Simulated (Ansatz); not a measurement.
PbS (Galena) in Ansatz: the effect of functional

PbS (Galena):

```
Pb S
1.0
     0.00000    2.96575    2.96575
     2.96575    0.00000    2.96575
     2.96575    2.96575    0.00000
Pb S
1 1
Cartesian
  0.0000 0.0000 0.0000
  2.9657 2.9657 2.9657
```

Alike in all runs:

- Program: Ansatz 0.2.0
- Task: single point
- Potentials or basis: all-electron PAW datasets made for the crystal
- k mesh: 6 × 6 × 6
- Occupations: fermi-dirac, width 0.05 eV
- Spin: no spin polarisation

| functional | cutoff | gap on the mesh (eV) | pressure (GPa) |
| --- | --- | --- | --- |
| PBEsol | 260 eV (chosen from the basis error) | ? | ? |
| HSE06 | 290 eV (chosen from the basis error) | 0.78 | 1.1 |
| PBE0 | 290 eV (chosen from the basis error) | 1.36 | 1.2 |

Question: What does the run with functional PBEsol give?

Answer: gap on the mesh 0.25 eV; pressure -0.9 GPa.

Caveats: spin-orbit coupling is left out, which as a rule narrows the gap of such compounds by several tenths of an eV.

A k mesh can miss the band edges.
